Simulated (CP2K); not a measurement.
# Te2Mo (P6_3/mmc) in CP2K: a series of runs

One crystal, Te2Mo, is run at these levels: PBE; tasks: band structure.

All numbers are computed with CP2K 2026.2; they aren't measurements. Logs are shortened: lines on timing, memory, paths and dates and some standing lists are left out, and cuts for length are marked.

**Measured values to compare with.**

“Broadband infrared study of pressure-tunable Fano resonance and metallization transition in 2H-MoTe2”, 2022, pmc:9569381 quotes, for a bulk crystal of Te2Mo at 300 K: band gap 0.88 ± 0.05 eV (indirect).

The runs below are set against these values where they give the same quantity.

### 1 The crystal as given

Symmetry: P6_3/mmc, No. 194, hexagonal system. Conventional cell: a = 3.518 Å, b = 3.518 Å, c = 13.974 Å, α = 90.00°, β = 90.00°, γ = 120.00°. Te (site symmetry 3m) has 3 Mo at 2.72 Å as nearest neighbours. Mo (site symmetry -6m2) is surrounded by 6 Te at 2.72 Å.

### 2 Band structure, PBE

Input file te2mo_bands.inp:

```
&GLOBAL
  PROJECT te2mo_bands
  RUN_TYPE ENERGY_FORCE
  PRINT_LEVEL LOW
&END GLOBAL
&FORCE_EVAL
  METHOD QS
  STRESS_TENSOR ANALYTICAL
  &DFT
    BASIS_SET_FILE_NAME BASIS_MOLOPT_UCL
    POTENTIAL_FILE_NAME GTH_POTENTIALS
    &MGRID
      CUTOFF 450
      REL_CUTOFF 60
      NGRIDS 4
    &END MGRID
    &QS
      METHOD GPW
      EPS_DEFAULT 1.0E-10
    &END QS
    &KPOINTS
      SCHEME MONKHORST-PACK 9 9 2
      GAMMA_CENTERED T
      SYMMETRY T
      SYMMETRY_BACKEND SPGLIB
    &END KPOINTS
    &SCF
      SCF_GUESS ATOMIC
      EPS_SCF 1.0E-6
      MAX_SCF 100
      ADDED_MOS 24
      CHOLESKY OFF
      EPS_EIGVAL 1.0E-7
      &DIAGONALIZATION ON
        ALGORITHM STANDARD
      &END DIAGONALIZATION
      &MIXING ON
        METHOD BROYDEN_MIXING
        ALPHA 0.4
        BETA 1.5
        NBUFFER 8
      &END MIXING
      &SMEAR ON
        METHOD FERMI_DIRAC
        ELECTRONIC_TEMPERATURE [K] 580.226
      &END SMEAR
    &END SCF
    &XC
      &XC_FUNCTIONAL
        &GGA_X_PBE
        &END GGA_X_PBE
        &GGA_C_PBE
        &END GGA_C_PBE
      &END XC_FUNCTIONAL
    &END XC
    &PRINT
      &KPOINTS ON
      &END KPOINTS
      &MULLIKEN ON
      &END MULLIKEN
      &MO ON
        ENERGIES T
        OCCUPATION_NUMBERS T
        &EACH
          QS_SCF 0
        &END EACH
        ADD_LAST NUMERIC
      &END MO
      &BAND_STRUCTURE
        FILE_NAME bands.bs
        ADDED_MOS 6
        &KPOINT_SET
          UNITS B_VECTOR
          NPOINTS 8
          SPECIAL_POINT GAMMA 0.00000000 0.00000000 0.00000000
          SPECIAL_POINT M 0.50000000 0.00000000 0.00000000
          SPECIAL_POINT K 0.33333333 0.33333333 0.00000000
          SPECIAL_POINT GAMMA 0.00000000 0.00000000 0.00000000
          SPECIAL_POINT A 0.00000000 0.00000000 0.50000000
          SPECIAL_POINT L 0.50000000 0.00000000 0.50000000
          SPECIAL_POINT H 0.33333333 0.33333333 0.50000000
          SPECIAL_POINT A 0.00000000 0.00000000 0.50000000
        &END KPOINT_SET
        &KPOINT_SET
          UNITS B_VECTOR
          NPOINTS 8
          SPECIAL_POINT L 0.50000000 0.00000000 0.50000000
          SPECIAL_POINT M 0.50000000 0.00000000 0.00000000
        &END KPOINT_SET
        &KPOINT_SET
          UNITS B_VECTOR
          NPOINTS 8
          SPECIAL_POINT K 0.33333333 0.33333333 0.00000000
          SPECIAL_POINT H 0.33333333 0.33333333 0.50000000
        &END KPOINT_SET
      &END BAND_STRUCTURE
    &END PRINT
  &END DFT
  &SUBSYS
    &CELL
      A 3.5182000000 0.0000000000 0.0000000000
      B -1.7591000000 3.0468505756 0.0000000000
      C 0.0000000000 0.0000000000 13.9736000000
      PERIODIC XYZ
    &END CELL
    &COORD
      SCALED
      Te  0.6666666667 0.3333333333 0.3790000000
      Te  0.3333333333 0.6666666667 0.8790000000
      Te  0.6666666667 0.3333333333 0.1210000000
      Te  0.3333333333 0.6666666667 0.6210000000
      Mo  0.6666666667 0.3333333333 0.7500000000
      Mo  0.3333333333 0.6666666667 0.2500000000
    &END COORD
    &KIND Te
      BASIS_SET TZVP-MOLOPT-SR-GTH-q6
      POTENTIAL GTH-PBE-q6
    &END KIND
    &KIND Mo
      BASIS_SET TZVP-MOLOPT-SR-GTH-q14
      POTENTIAL GTH-PBE-q14
    &END KIND
    &PRINT
      &ATOMIC_COORDINATES ON
      &END ATOMIC_COORDINATES
      &CELL ON
      &END CELL
      &SYMMETRY ON
      &END SYMMETRY
    &END PRINT
  &END SUBSYS
  &PRINT
    &FORCES ON
    &END FORCES
    &STRESS_TENSOR ON
    &END STRESS_TENSOR
  &END PRINT
&END FORCE_EVAL
```

Potentials or basis: GTH_POTENTIALS Te GTH-PBE-q6, Mo GTH-PBE-q14; TZVP-MOLOPT-SR-GTH basis.

On the command line:

```sh
> OMP_NUM_THREADS=1 cp2k.psmp -i te2mo_bands.inp -o te2mo_bands.out
```

te2mo_bands.out:

```text

 CP2K| version string:                                       CP2K version 2026.2
 CP2K| Input file name                                           te2mo_bands.inp

 GLOBAL| Force Environment number                                              1
 GLOBAL| Basis set file name                                    BASIS_MOLOPT_UCL
 GLOBAL| Potential file name                                      GTH_POTENTIALS
 GLOBAL| MM Potential file name                                     MM_POTENTIAL
 GLOBAL| Coordinate file name                                      __STD_INPUT__
 GLOBAL| Method name                                                        CP2K
 GLOBAL| Project name                                                te2mo_bands
 GLOBAL| Run type                                                   ENERGY_FORCE
 GLOBAL| FFT library                                                       FFTW3
[... 8 lines left out ...]
 GLOBAL| CPU model name                                                  UNKNOWN

 CELL| Volume [angstrom^3]:                                           149.789023
 CELL| Vector a [angstrom]:       3.518     0.000     0.000   |a| =     3.518200
 CELL| Vector b [angstrom]:      -1.759     3.047     0.000   |b| =     3.518200
 CELL| Vector c [angstrom]:       0.000     0.000    13.974   |c| =    13.973600
 CELL| Angle (b,c), alpha [degree]:                                    90.000000
 CELL| Angle (a,c), beta  [degree]:                                    90.000000
 CELL| Angle (a,b), gamma [degree]:                                   120.000000
 CELL| Numerically orthorhombic:                                              NO
 CELL| Periodicity                                                           XYZ

 CELL_REF| Volume [angstrom^3]:                                       149.789023
 CELL_REF| Vector a [angstrom     3.518     0.000     0.000   |a| =     3.518200
 CELL_REF| Vector b [angstrom    -1.759     3.047     0.000   |b| =     3.518200
 CELL_REF| Vector c [angstrom     0.000     0.000    13.974   |c| =    13.973600
 CELL_REF| Angle (b,c), alpha [degree]:                                90.000000
 CELL_REF| Angle (a,c), beta  [degree]:                                90.000000
 CELL_REF| Angle (a,b), gamma [degree]:                               120.000000
 CELL_REF| Numerically orthorhombic:                                          NO
 CELL_REF| Periodicity                                                       XYZ
[... 10 lines left out ...]

  Total number of            - Atomic kinds:                                   2
                             - Atoms:                                          6
                             - Shell sets:                                     6
                             - Shells:                                        50
                             - Primitive Cartesian functions:                 34
                             - Cartesian basis functions:                    154
                             - Spherical basis functions:                    138

  Maximum angular momentum of- Orbital basis functions:                        3
                             - Local part of the GTH pseudopotential:          2
                             - Non-local part of the GTH pseudopotential:      4

 MODULE QUICKSTEP: ATOMIC COORDINATES IN ANGSTROM

   Atom Kind Element         X             Y             Z       Z(eff)     Mass
      1    1 Te   52      1.759100      1.015617      5.295994   6.0000 127.6000
      2    1 Te   52     -0.000000      2.031234     12.282794   6.0000 127.6000
      3    1 Te   52      1.759100      1.015617      1.690806   6.0000 127.6000
      4    1 Te   52     -0.000000      2.031234      8.677606   6.0000 127.6000
      5    2 Mo   42      1.759100      1.015617     10.480200  14.0000  95.9600
      6    2 Mo   42     -0.000000      2.031234      3.493400  14.0000  95.9600

 Crystal Symmetry Information
       International Symbol:                                            P6_3/mmc
       Point Group Symbol:                                                 6/mmm
       Schoenflies Symbol:                                                 D6h^4
       Number of Symmetry Operations:                                         24

 SCF PARAMETERS         Density guess:                                    ATOMIC
[... 9 lines left out ...]
                        --------------------------------------------------------
                        level_shift [a.u.]:                             0.000000
                        added MOs                                        24    0
                        --------------------------------------------------------
[... 61 lines left out ...]
  ------------------------------------------------------------------------------
     1 NoMix/Diag. 0.40E+00    3.7     1.00947330      -169.9364774577 -1.70E+02
     2 Broy./Diag. 0.40E+00    5.0     0.12335816      -172.2288927230 -2.29E+00
     3 Broy./Diag. 0.40E+00    4.9     0.05466051      -170.1680956737  2.06E+00
     4 Broy./Diag. 0.40E+00    4.9     0.03196296      -169.2131612284  9.55E-01
     5 Broy./Diag. 0.40E+00    4.9     0.01124527      -169.3308423232 -1.18E-01
     6 Broy./Diag. 0.40E+00    4.9     0.01199628      -169.0928502606  2.38E-01
     7 Broy./Diag. 0.40E+00    4.9     0.00210694      -169.1549900720 -6.21E-02
     8 Broy./Diag. 0.40E+00    5.0     0.00289211      -169.1428665534  1.21E-02
     9 Broy./Diag. 0.40E+00    5.0     0.00051229      -169.1663514377 -2.35E-02
    10 Broy./Diag. 0.40E+00    4.9     0.00055147      -169.1668898032 -5.38E-04
    11 Broy./Diag. 0.40E+00    5.0     0.00006581      -169.1697647130 -2.87E-03
    12 Broy./Diag. 0.40E+00    5.0     0.00008435      -169.1685433773  1.22E-03
    13 Broy./Diag. 0.40E+00    5.0     0.00002619      -169.1683764701  1.67E-04
    14 Broy./Diag. 0.40E+00    4.9     0.00001211      -169.1682903137  8.62E-05
    15 Broy./Diag. 0.40E+00    4.9     0.00000337      -169.1682993072 -8.99E-06
    16 Broy./Diag. 0.40E+00    4.9     0.00000108      -169.1683034113 -4.10E-06
    17 Broy./Diag. 0.40E+00    4.9     0.00000124      -169.1683032378  1.74E-07
    18 Broy./Diag. 0.40E+00    4.9     0.00000022      -169.1683023948  8.43E-07

  *** SCF run converged in    18 steps ***

  Electronic density on regular grids:        -52.0000000000        0.0000000000
  Core density on regular grids:               51.9999999920       -0.0000000080
  Total charge density on r-space grids:       -0.0000000080
  Total charge density g-space grids:          -0.0000000080

  Overlap energy of the core charge distribution:               0.00000000017342
  Self energy of the core charge distribution:               -327.81183244679744
  Core Hamiltonian energy:                                     72.66652150412160
  Hartree energy:                                             109.16335256082768
  Exchange-correlation energy:                                -23.18634309676272
  Electronic entropic energy:                                  -0.00000091639550
  Fermi energy:                                                 0.30601209414601

  Total energy:                                              -169.16830239483298
  Total energy (extrapolated to T->0):                       -169.16830193663523

 MO| EIGENVALUES AND OCCUPATION NUMBERS FOR K POINT 1
 MO|
 MO|  Index      Eigenvalue [a.u.]        Eigenvalue [eV]             Occupation
 MO|      1              -1.999865             -54.419096               2.000000
 MO|      2              -1.999861             -54.418987               2.000000
 MO|      3              -1.008470             -27.441864               2.000000
 MO|      4              -1.008468             -27.441805               2.000000
 MO|      5              -1.008015             -27.429483               2.000000
 MO|      6              -1.008011             -27.429365               2.000000
[... 770 lines left out ...]
 MO|     49               0.799265              21.749117               0.000000
 MO|     50               0.799265              21.749119               0.000000
 MO| Sum:                                                              52.000000
 MO| E(Fermi):            0.306012 a.u.          8.327013 eV

 [... the levels of further k-points ...]

 !-----------------------------------------------------------------------------!
                     Mulliken Population Analysis

 #  Atom  Element  Kind  Atomic population                           Net charge
       1     Te       1          5.839852                              0.160148
       2     Te       1          5.839852                              0.160148
       3     Te       1          5.839852                              0.160148
       4     Te       1          5.839852                              0.160148
       5     Mo       2         14.320297                             -0.320297
       6     Mo       2         14.320297                             -0.320297
 # Total charge                             52.000000                 -0.000000

 !-----------------------------------------------------------------------------!

 KPOINTS| Band Structure Calculation
 KPOINTS| Number of k-point sets                                               3
 KPOINTS| Number of added MOs/bands                                            6
 KPOINTS| Number of k-points in set    1                                      57
 KPOINTS| In units of b-vector [2pi/Bohr]
 KPOINTS| Special point     1       GAMMA     0.000000     0.000000     0.000000
 KPOINTS| Special point     2           M     0.500000     0.000000     0.000000
 KPOINTS| Special point     3           K     0.333333     0.333333     0.000000
 KPOINTS| Special point     4       GAMMA     0.000000     0.000000     0.000000
 KPOINTS| Special point     5           A     0.000000     0.000000     0.500000
 KPOINTS| Special point     6           L     0.500000     0.000000     0.500000
 KPOINTS| Special point     7           H     0.333333     0.333333     0.500000
 KPOINTS| Special point     8           A     0.000000     0.000000     0.500000
 KPOINTS| Number of k-points in set    2                                       9
 KPOINTS| In units of b-vector [2pi/Bohr]
 KPOINTS| Special point     1           L     0.500000     0.000000     0.500000
 KPOINTS| Special point     2           M     0.500000     0.000000     0.000000
 KPOINTS| Number of k-points in set    3                                       9
 KPOINTS| In units of b-vector [2pi/Bohr]
 KPOINTS| Special point     1           K     0.333333     0.333333     0.000000
 KPOINTS| Special point     2           H     0.333333     0.333333     0.500000

 ENERGY| Total FORCE_EVAL ( QS ) energy [hartree]           -169.168301807538910

 FORCES| Atomic forces [hartree/bohr]
 FORCES|   Atom     x               y               z               |f|
 FORCES|      1 -4.30798929E-10 -9.94605230E-11  7.37546238E-03   7.37546238E-03
 FORCES|      2  4.32030472E-10  1.11582319E-10  7.37546236E-03   7.37546236E-03
 FORCES|      3 -4.58314840E-10 -6.69712739E-10 -7.37546366E-03   7.37546366E-03
 FORCES|      4  4.59042286E-10  6.80946508E-10 -7.37546361E-03   7.37546361E-03
 FORCES|      5 -1.83512539E-08  8.68968069E-09  1.25501706E-09   2.03434052E-08
 FORCES|      6  1.83494925E-08 -8.71308221E-09  1.27580210E-09   2.03531164E-08
 FORCES| Sum     1.97625729E-13 -4.59535928E-14  2.41450277E-12
 FORCES| Total atomic force                                       2.42301286E-12

 STRESS| Analytical stress tensor [bar]
 STRESS|                        x                   y                   z
 STRESS|      x        4.89226050465E+04   1.83788030860E-02   6.42765406535E-07
 STRESS|      y        1.83788030860E-02   4.89235402537E+04   1.15393924039E-06
 STRESS|      z        6.42765406535E-07   1.15393924039E-06   5.08377854470E+04
 STRESS| 1/3 Trace                                             4.95613102491E+04
 STRESS| Determinant                                           1.21678563717E+14

 STRESS| Eigenvectors and eigenvalues of the analytical stress tensor [bar]
 STRESS|                        1                   2                   3
 STRESS| Eigenvalues   4.89226046854E+04   4.89235406148E+04   5.08377854470E+04
 STRESS|      x           0.999807101965      0.019640744890      0.000000000336
 STRESS|      y          -0.019640744890      0.999807101965      0.000000000603
 STRESS|      z          -0.000000000324     -0.000000000609      1.000000000000
```

Run time: 1.8 min. Hardware: 1 thread of Arm Neoverse V1, shared host; peak memory 0.59 GiB.

Results:

| Item | Value |
| --- | --- |
| Free energy | -4603.3036 eV |
| Pressure | 5.0 GPa |
| Largest force | 0.379 eV/Å |
| Band gap on the k mesh | 0.77 eV, indirect (least direct gap 1.04 eV) |
| Band gap along the path | 0.71 eV, indirect (least direct gap 1.04 eV) |
| Mulliken charges | Te +0.16; Mo -0.32 e |

Forces in eV/Å, atoms in the order of the input:
```
Te   0.000  0.000  0.379
Te   0.000  0.000  0.379
Te   0.000  0.000 -0.379
Te   0.000  0.000 -0.379
Mo   0.000  0.000  0.000
Mo   0.000  0.000  0.000
```

Levels at the corners of the path, in eV from the valence-band top:
```csv
point,band 22,band 23,band 24,band 25,band 26,band 27,band 28,band 29,band 30,band 31
Γ,-1.08,-1.05,-1.05,-0.37,0.00,2.88,2.88,2.99,2.99,3.07
M,-1.86,-1.04,-0.97,-0.64,-0.36,1.27,1.34,1.41,1.76,2.58
K,-3.19,-1.89,-1.89,-0.30,-0.07,0.97,0.97,1.11,2.16,2.30
Γ,-1.08,-1.05,-1.05,-0.37,0.00,2.88,2.88,2.99,2.99,3.07
A,-1.07,-1.07,-1.07,-0.09,-0.09,2.90,2.90,2.90,2.90,3.22
L,-1.98,-0.98,-0.98,-0.50,-0.50,1.30,1.30,1.61,1.61,3.03
H,-2.81,-2.05,-2.05,-0.21,-0.21,0.97,0.97,1.59,1.59,2.37
A,-1.07,-1.07,-1.07,-0.09,-0.09,2.90,2.90,2.90,2.90,3.22
L,-1.98,-0.98,-0.98,-0.50,-0.50,1.30,1.30,1.61,1.61,3.03
M,-1.86,-1.04,-0.97,-0.64,-0.36,1.27,1.34,1.41,1.76,2.58
K,-3.19,-1.89,-1.89,-0.30,-0.07,0.97,0.97,1.11,2.16,2.30
H,-2.81,-2.05,-2.05,-0.21,-0.21,0.97,0.97,1.59,1.59,2.37
```

Caveat: Mulliken charges move with the basis; spin-orbit coupling is left out, which moves the levels of the heavy elements; this functional lacks dispersion, which binds the layers, so the pressure and a relaxed spacing across them are unreliable; the basis of atomic orbitals isn't converged, which shifts pressures, moduli and gaps.

(Continued in part 2 of 2.)
